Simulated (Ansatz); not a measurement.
# TiTe2 under changes of volume

One of the cells (26.760 Å³/atom); the others are scaled copies at fixed shape and fractional positions:

```
Te Ti
1.0
     3.77700    0.00000    0.00000
    -1.88850    3.27098    0.00000
     0.00000    0.00000    6.49800
Te Ti
2 1
Direct
  0.33333 0.66667 0.73720
  0.66667 0.33333 0.26280
  0.00000 0.00000 0.00000
```

- Program: Ansatz 0.2.0
- Functional: LDA
- Potentials or basis: JTH PAW LDA
- Cutoff: 1230 eV
- Density cutoff: 6150 eV
- k mesh: 8 × 8 × 4
- Occupations: fermi-dirac, width 0.05 eV
- Spin: no spin polarisation

```csv
volume (Å³/atom),energy over the lowest point (meV/atom),pressure (GPa),largest force (eV/Å)
25.154,0.00,0.2,0.253
25.689,1.95,-1.3,0.061
26.225,8.74,-2.7,0.119
26.760,19.85,-3.9,0.286
27.295,34.83,-5.0,0.441
27.830,53.27,-6.0,0.586
28.365,?,?,?
```

Question: What does the run at 28.365 Å³/atom give?

Answer: Energy over the lowest point 74.82 meV/atom; pressure -6.9 GPa; largest force 0.721 eV/Å.

Worked out: A Birch-Murnaghan fit of order 3 (a polynomial in V^(-2/3)) to the other rows has its minimum at 25.22 Å³/atom with B0 = V·E''(V) = 75 GPa and B' = 4.2 at fixed shape and positions, which overstates the stiffness. It gives 74.81 meV/atom at 28.365 Å³/atom, against the run's 74.82, and -dE/dV = -6.9 GPa, against -6.9.

Energies are extrapolated to zero smearing.
